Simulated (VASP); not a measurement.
## ZrB2: single point with PBE

The system is ZrB2.

```
Zr B
1.0
     3.21172    0.00000    0.00000
    -1.60586    2.78143    0.00000
     0.00000    0.00000    3.57949
Zr B
1 2
Direct
  0.00000 0.00000 0.00000
  0.66667 0.33333 0.50000
  0.33333 0.66667 0.50000
```

The cell isn't the ideal one: volume scaled by 1.04.

```yaml
Program: VASP 6.6.1
Task: single point
Functional: PBE
Potentials_or_basis: VASP PAW PBE potentials, release 64 (Zr_sv, B)
Cutoff: 520 eV
k_mesh: 10 × 10 × 8
Occupations: fermi-dirac, width 0.05 eV
Spin: no spin polarisation
```

The pressure is -7.9 GPa and the band gap on the k mesh is none (metal or under the smearing width).

Stress tensor (GPa, compression positive):
```
-8.54  0.00  0.00
 0.00 -8.54  0.00
 0.00  0.00 -6.58
```

Levels at points of the mesh, in eV from the Fermi level:
| k point | band 6 | band 7 | band 8 | band 9 | band 10 | band 11 | band 12 | band 13 |
| --- | --- | --- | --- | --- | --- | --- | --- | --- |
| (0.00, 0.00, 0.00) | -2.47 | -2.47 | -2.42 | -2.28 | 3.30 | 3.30 | 4.06 | 4.06 |
| (0.50, 0.00, 0.00) | -8.41 | -3.68 | -2.93 | -2.49 | 2.24 | 2.27 | 4.75 | 4.80 |
| (0.00, 0.00, 0.50) | -6.77 | -0.87 | -0.87 | 0.39 | 0.39 | 0.82 | 0.82 | 1.82 |
| (0.50, 0.00, 0.50) | -6.87 | -4.39 | -3.92 | -2.01 | 3.62 | 3.96 | 5.09 | 5.96 |

Run time: 26 s on 1 thread of AMD EPYC 7R43 64-Core Processor (Zen 3) (shared host), peak memory 0.13 GiB.
